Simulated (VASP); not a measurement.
In2O3: electron localisation function with PBEsol

The system is In2O3.

```
CELL_PARAMETERS angstrom
2.74350 1.58396 4.83667
-2.74350 1.58396 4.83667
0.00000 -3.16792 4.83667
ATOMIC_POSITIONS crystal
In 0.85731 0.85731 0.85731
In 0.64269 0.64269 0.64269
In 0.14269 0.14269 0.14269
In 0.35731 0.35731 0.35731
O 0.04800 0.75000 0.45200
O 0.75000 0.45200 0.04800
O 0.45200 0.04800 0.75000
O 0.95200 0.25000 0.54800
O 0.25000 0.54800 0.95200
O 0.54800 0.95200 0.25000
```

- Program: VASP 6.6.1
- Task: electron localisation function
- Functional: PBEsol
- Potentials or basis: VASP PAW PBE potentials, release 64 (In_d, O)
- Cutoff: 520 eV
- k mesh: 5 × 5 × 5
- Occupations: gaussian, width 0.02 eV
- Spin: no spin polarisation
- Further INCAR settings: ALGO = Normal; EDIFF = 1e-06

- Pressure: 2.6 GPa
- Largest force: 0.167 eV/Å
- Band gap on the k mesh: 1.19 eV, indirect (least direct gap 1.24 eV)

Forces in eV/Å, atoms in the order of the input:
```
In   0.000  0.000 -0.059
In   0.000  0.000  0.059
In   0.000  0.000  0.059
In   0.000  0.000 -0.059
O   -0.083 -0.145  0.000
O   -0.083  0.145  0.000
O    0.167  0.000  0.000
O    0.083  0.145  0.000
O    0.083 -0.145  0.000
O   -0.167  0.000  0.000
```

Stress tensor (GPa, compression positive):
```
2.94 0.00 0.00
0.00 2.94 0.00
0.00 0.00 1.84
```

Levels at points of the mesh, in eV from the valence-band top:
```
           k point  band 41  band 42  band 43  band 44  band 45  band 46  band 47  band 48
(0.00, 0.00, 0.00)    -0.28    -0.28    -0.04    -0.04     1.19     5.47     6.21     7.27
```

Wall time 2.4 min on 1 thread of AMD EPYC 9R14 (Zen 4) (shared host), peak memory 0.31 GiB.

The gap isn't set beside the measured one, since this odd mesh misses points on the zone boundary.

Caveat: the PAW data sets were made with another functional, which shifts forces and pressure a little; spin-orbit coupling is left out, which moves the levels of the heavy elements; an odd mesh through Γ misses points on the zone boundary, where band edges often lie.
